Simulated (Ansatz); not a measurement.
ZrS2 built on the CdI2 prototype, relaxed with r2SCAN+rVV10 in Ansatz 0.2.0. Space group P-3m1 (No. 164), trigonal; conventional cell a = 3.674 Å, c = 5.857 Å, 22.83 Å³ an atom. Around Zr lie 6 S at 2.57 Å; around S lie 3 Zr at 2.57 Å.

The axes x, y and z are those of this cell:
```
Zr S
1.0
     3.67440    0.00000    0.00000
    -1.83720    3.18212    0.00000
     0.00000    0.00000    5.85686
Zr S
1 2
Cartesian
  0.0000 0.0000 0.0000
  0.0000 2.1214 1.4421
  1.8372 1.0607 4.4147
```

Unstrained: PBE gives an indirect gap of 0.877 eV, from k = (-0.089, 0.042, 0) to L; the least direct gap is 1.502 eV at Γ. With r2SCAN the valence top lies at k = (-0.089, 0.042, 0) and the conduction bottom at L, 1.181 eV higher; the smallest vertical gap, at Γ, is 1.811 eV. HSE06 gives an indirect gap of 1.666 eV, from k = (-0.089, 0.042, 0) to L; the least direct gap is 2.381 eV at Γ. r2SCAN+SOC gives an indirect gap of 1.177 eV, from k = (-0.089, 0.042, 0) to L; the least direct gap is 1.797 eV at Γ. Meshes: PBE 12×12×4, r2SCAN 12×12×4, HSE06 6×6×4, r2SCAN+SOC 12×12×4. Strains are changes of length per length. After each strain the atoms were relaxed again with r2SCAN+rVV10 within the symmetry that the strain leaves, so tilts or polar shifts that break it weren't tested; points keep the names that they have in the unstrained zone. No magnetic order and no zero-point or thermal motion.

(1) Apply epitaxial -4.0 % in the xy plane, free normal strain +1.78 %. How far does the gap move, against the unstrained cell?

(2) For epitaxial -2.0 % in the xy plane, how far does the free direction move, and what happens to the gap?

(3) For epitaxial +1.0 % in the xy plane, how far does the free direction move, and what happens to the gap?

(4) Estimate what epitaxial -3.0 % in the xy plane, free normal strain +1.34 % does to the gap.

(5) Apply epitaxial -1.0 % in the xy plane, free normal strain +0.50 %. How far does the gap move, against the unstrained cell?

(6) Estimate what epitaxial +4.0 % in the xy plane, free normal strain -2.00 % does to the gap.

(7) Apply epitaxial +2.0 % in the xy plane, free normal strain -1.00 %. How far does the gap move, against the unstrained cell?

(8) For epitaxial +3.0 % in the xy plane, how far does the free direction move, and what happens to the gap?

(9) Order the strained cells by their r2SCAN+SOC gap, smallest first.
A. epitaxial +4.0 % in the xy plane
B. epitaxial -1.0 % in the xy plane
C. epitaxial +3.0 % in the xy plane
D. epitaxial +1.0 % in the xy plane
E. epitaxial -4.0 % in the xy plane
F. epitaxial -3.0 % in the xy plane
G. epitaxial +2.0 % in the xy plane
H. epitaxial -2.0 % in the xy plane

## Answers

(1) PBE: the gap goes from 0.877 to 0.484 eV (-0.393 eV); the edges go from (-0.089, 0.042, 0) → L to Γ → L. r2SCAN: the gap goes from 1.181 to 0.790 eV (-0.391 eV); the edges go from (-0.089, 0.042, 0) → L to Γ → L. HSE06: the gap goes from 1.666 to 1.219 eV (-0.447 eV); the edges go from (-0.089, 0.042, 0) → L to Γ → L. r2SCAN+SOC: the gap goes from 1.177 to 0.749 eV (-0.428 eV); the edges go from (-0.089, 0.042, 0) → L to Γ → L.

(2) The normal strain at zero normal stress is +1.00 %, 0.50 of the in-plane strain with the sign turned. PBE: the gap goes from 0.877 to 0.777 eV (-0.100 eV); the edges go from (-0.089, 0.042, 0) → L to Γ–K (0.16) → L. r2SCAN: the gap goes from 1.181 to 1.080 eV (-0.101 eV); the edges go from (-0.089, 0.042, 0) → L to Γ–K (0.16) → L. HSE06: the gap goes from 1.666 to 1.548 eV (-0.118 eV); the edges go from (-0.089, 0.042, 0) → L to Γ–K (0.16) → L. r2SCAN+SOC: the gap goes from 1.177 to 1.065 eV (-0.112 eV); the edges go from (-0.089, 0.042, 0) → L to Γ → L.

(3) The normal strain at zero normal stress is -0.50 %, 0.50 of the in-plane strain with the sign turned. PBE: the gap goes from 0.877 to 0.922 eV (+0.045 eV); the edges go from (-0.089, 0.042, 0) → L to (-0.078, 0.036, 0) → L. r2SCAN: the gap goes from 1.181 to 1.226 eV (+0.045 eV); the edges go from (-0.089, 0.042, 0) → L to (-0.078, 0.036, 0) → L. HSE06: the gap goes from 1.666 to 1.719 eV (+0.053 eV); the edges go from (-0.089, 0.042, 0) → L to (-0.078, 0.036, 0) → L. r2SCAN+SOC: the gap goes from 1.177 to 1.222 eV (+0.045 eV); the edges go from (-0.089, 0.042, 0) → L to (-0.078, 0.036, 0) → L.

(4) PBE: the gap goes from 0.877 to 0.639 eV (-0.238 eV); the edges go from (-0.089, 0.042, 0) → L to Γ → L. r2SCAN: the gap goes from 1.181 to 0.952 eV (-0.229 eV); the edges go from (-0.089, 0.042, 0) → L to Γ → L. HSE06: the gap goes from 1.666 to 1.395 eV (-0.271 eV); the edges go from (-0.089, 0.042, 0) → L to Γ → L. r2SCAN+SOC: the gap goes from 1.177 to 0.911 eV (-0.266 eV); the edges go from (-0.089, 0.042, 0) → L to Γ → L.

(5) PBE: the gap goes from 0.877 to 0.828 eV (-0.049 eV); the edges go from (-0.089, 0.042, 0) → L to (-0.089, 0.005, 0.005) → L. r2SCAN: the gap goes from 1.181 to 1.132 eV (-0.049 eV); the edges go from (-0.089, 0.042, 0) → L to (-0.089, 0.005, 0.005) → L. HSE06: the gap goes from 1.666 to 1.609 eV (-0.057 eV); the edges go from (-0.089, 0.042, 0) → L to (-0.089, 0.005, 0.005) → L. r2SCAN+SOC: the gap goes from 1.177 to 1.128 eV (-0.049 eV); the edges go from (-0.089, 0.042, 0) → L to (-0.089, 0.005, 0.005) → L.

(6) PBE: the gap goes from 0.877 to 1.045 eV (+0.168 eV); the edges go from (-0.089, 0.042, 0) → L to Γ → L. r2SCAN: the gap goes from 1.181 to 1.347 eV (+0.166 eV); the edges go from (-0.089, 0.042, 0) → L to Γ → L. HSE06: the gap goes from 1.666 to 1.863 eV (+0.197 eV); the edges go from (-0.089, 0.042, 0) → L to Γ → L. r2SCAN+SOC: the gap goes from 1.177 to 1.343 eV (+0.166 eV); the edges go from (-0.089, 0.042, 0) → L to Γ → L.

(7) PBE: the gap goes from 0.877 to 0.965 eV (+0.088 eV); the edges go from (-0.089, 0.042, 0) → L to (-0.068, 0.031, 0) → L. r2SCAN: the gap goes from 1.181 to 1.268 eV (+0.087 eV); the edges go from (-0.089, 0.042, 0) → L to (-0.068, 0.031, 0) → L. HSE06: the gap goes from 1.666 to 1.769 eV (+0.103 eV); the edges go from (-0.089, 0.042, 0) → L to (-0.068, 0.031, 0) → L. r2SCAN+SOC: the gap goes from 1.177 to 1.265 eV (+0.088 eV); the edges go from (-0.089, 0.042, 0) → L to (-0.068, 0.031, 0) → L.

(8) The normal strain at zero normal stress is -1.50 %, 0.50 of the in-plane strain with the sign turned. PBE: the gap goes from 0.877 to 1.006 eV (+0.129 eV); the edges go from (-0.089, 0.042, 0) → L to Γ → L. r2SCAN: the gap goes from 1.181 to 1.309 eV (+0.128 eV); the edges go from (-0.089, 0.042, 0) → L to Γ–K (0.03) → L. HSE06: the gap goes from 1.666 to 1.818 eV (+0.152 eV); the edges go from (-0.089, 0.042, 0) → L to Γ–K (0.03) → L. r2SCAN+SOC: the gap goes from 1.177 to 1.305 eV (+0.128 eV); the edges go from (-0.089, 0.042, 0) → L to Γ → L.

(9) E (0.75 eV), F (0.91 eV), H (1.07 eV), B (1.13 eV), D (1.22 eV), G (1.26 eV), C (1.31 eV), A (1.34 eV).

Only the levels marked +SOC include spin-orbit coupling.

Where an edge lies off the special points, it is a point of the mesh or the k point where a search put PBE's edge or least direct gap, reused for the other functionals, whose own edges may lie a little apart.

Coordinates of k points refer to the reciprocal vectors of the primitive cell of the runs.

The meshes of the hybrids are coarse, so their gaps aren't converged to the digits shown.
